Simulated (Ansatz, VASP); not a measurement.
## One calculation of PbS, two programs

INCAR

```
PREC = Accurate ; ENCUT = 600
EDIFF = 1E-7 ; ISMEAR = 0
SIGMA = 0.02 ; LREAL = False
LASPH = True ; NELM = 100
ALGO = Normal ; ISIF = 3
LWAVE = False ; LCHARG = False
GGA = PE ; IVDW = 12
IBRION = 2 ; NSW = 100
EDIFFG = -0.005
```

KPOINTS

```
regular mesh
0
Gamma
  12 12 12
```

File POSCAR:

```
PbS
1.0
    2.1126617058      1.2197458045      3.4519162518
   -2.1126617058      1.2197458045      3.4519162518
    0.0000000000     -2.4394916091      3.4519162518
Pb S
1 1
Direct
    0.9805657800      0.9805657800      0.9805657800
    0.4750355500      0.4750355500      0.4750355500
```

Input for Ansatz:

```yaml
crystal:
  lattice:
    - [2.1126617058, 1.2197458045, 3.4519162518]
    - [-2.1126617058, 1.2197458045, 3.4519162518]
    - [0.0, -2.4394916091, 3.4519162518]
  atoms:
    - { symbol: Pb, position: [0.98056578, 0.98056578, 0.98056578] }
    - { symbol: S, position: [0.47503555, 0.47503555, 0.47503555] }
basis:
  ecutwfc: 420
kpoints:
  mp_grid: { grid: [12, 12, 12] }
hamiltonian:
  xc: pbe
  dispersion: d3bj
scf:
  occupations: { method: gaussian, width: 0.02 }
output:
  forces: true
  stress: true
  eigenvalues: true
relax:
  adjacent_minimum: "off"
  f_tol: 0.005
  max_steps: 80
  cell: { stress_tol: 0.05 }
```

The cell is a database's computed one.

Alike in both runs: task relaxation of cell and atoms; functional PBE; dispersion D3(BJ); k mesh 12 × 12 × 12; occupations gaussian, width 0.02 eV; no spin polarisation.

|  | VASP | Ansatz |
| --- | --- | --- |
| version | VASP 6.6.1 | Ansatz 0.2.0 |
| potentials or method | VASP PAW PBE potentials, release 64 (Pb_d, S) | scalar-relativistic, plane waves, PAW |
| plane-wave cutoff (eV) | 600 | 420 |
| valence electrons in the cell | 20 | 20 |

|  | VASP | Ansatz | Ansatz less VASP |
| --- | --- | --- | --- |
| gap on the k mesh at the Fermi level, each at its own relaxed structure (eV) | 0.36 | 0.36 | -0.007 |
| relaxed volume (Å³/atom) | 26.12 | 26.12 | +0.008 |
| relaxed cell length with the largest relative difference (Å) | 4.195 | 4.197 | +0.0023 |
| energy change over the relaxation (meV/atom) | -2 | -2 | +0.1 |

Ansatz warned: «relaxed_geometry_near_dispersion_switch».

Caveats: spin-orbit coupling is left out, which as a rule narrows the gap of such compounds by several tenths of an eV.
